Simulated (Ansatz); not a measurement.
Ge, 1 atom in the cell. It takes space group Pm-3m (No. 221, cubic). Conventional cell: a = 2.710 Å, b = 2.710 Å, c = 2.710 Å, α = 90.00°, β = 90.00°, γ = 90.00°. Ge (site symmetry m-3m) is surrounded by 6 Ge at 2.71 Å. The cell was built by a generator and needn't be a form met in nature.

| Item | Value |
| --- | --- |
| Program | Ansatz 0.2.0 |
| Task | relaxation of cell and atoms |
| Functional | B3LYP |
| Potentials or basis | Ansatz PAW |
| Cutoff | 420 eV (not typed: the program's choice for these potentials) |
| k mesh | 5 × 5 × 5 |
| Occupations | fermi-dirac, width 0.05 eV |
| Spin | no spin polarisation |

Hardware: 1 × NVIDIA H100 80GB HBM3 with 2 threads of AMD EPYC 7R13 Processor (Zen 3), on a shared host.

**Question.** How long does it take, and how much memory?

**Answer.** Run time: 23 s on 1 × NVIDIA H100 80GB HBM3 with 2 threads of AMD EPYC 7R13 Processor (Zen 3), with other jobs on the host, peak memory 1.5 GiB. Counts: scf iterations 76, plane waves 437, k points 10, bands 11, ion steps 6.
